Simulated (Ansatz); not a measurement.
# What strain does to LiCl (zincblende)

LiCl (zincblende), relaxed with r2SCAN in the PAW code Ansatz. It is cubic, F-43m (No. 216); a = 5.466 Å in the conventional setting, 20.41 Å³ an atom. Li is surrounded by 4 Cl at 2.37 Å; Cl is surrounded by 4 Li at 2.37 Å.

The axes x, y and z are those of this cell:
```xyz
2
Lattice="0.0000 2.7330 2.7330 2.7330 0.0000 2.7330 2.7330 2.7330 0.0000" Properties=species:S:1:pos:R:3 pbc="T T T"
Li    0.0000    0.0000    0.0000
Cl    1.3665    1.3665    1.3665
```

Unstrained: With PBE the gap is 6.049 eV and direct, at Γ. The r2SCAN gap is direct at Γ: 6.713 eV. With HSE06 the gap is 7.385 eV and direct, at Γ. Meshes: PBE 8×8×8, r2SCAN 8×8×8, HSE06 6×6×6. Strains are changes of length per length. After each strain the atoms were relaxed again with r2SCAN within the symmetry that the strain leaves, so tilts or polar shifts that break it weren't tested; points keep the names that they have in the unstrained zone. The cell comes from a prototype generator: it can be a known phase or a hypothetical one. Spin polarisation is off.

Changes of the least gap in eV (an overlap counts as a negative gap):
```tsv
strain	volume change (%)	space group	PBE	r2SCAN	HSE06	energy rise, r2SCAN (meV/atom)
isotropic +4.04 % on every length	+12.6	F-43m	-0.392	-0.417	-0.421	21.4
epitaxial -0.49 % in the xy plane, free normal strain +0.73 %	-0.3	I-4m2	+0.001	+0.002	+0.002	0.1
uniaxial -2.66 % along x	-2.7	I-4m2	+0.063	+0.069	+0.069	1.6
```

Isotropic +4.04 % on every length. HSE06: the gap goes from 7.385 to 6.964 eV (-0.421 eV). Stress change with r2SCAN, compression positive: xx -2.43, yy -2.43, zz -2.43 GPa. For HSE06, dE_g/d ln V = -3.5 eV over this step.

Epitaxial -0.49 % in the xy plane, free normal strain +0.73 %. HSE06: the gap goes from 7.385 to 7.387 eV (+0.002 eV); with r2SCAN the top three valence levels at Γ, degenerate before, become 2+1 from the top over 24 meV. Stress change with r2SCAN, compression positive: xx +0.11, yy +0.11, zz -0.01 GPa.

Uniaxial -2.66 % along x, other directions held. HSE06: the gap goes from 7.385 to 7.454 eV (+0.069 eV); with r2SCAN the top three valence levels at Γ, degenerate before, become 1+2 from the top over 49 meV. Stress change with r2SCAN, compression positive: xx +0.90, yy +0.67, zz +0.67 GPa.

The meshes of the hybrids are coarse, so their gaps aren't converged to the digits shown.

The splittings at Γ are without spin-orbit coupling, which regroups them where it is of like size or larger.
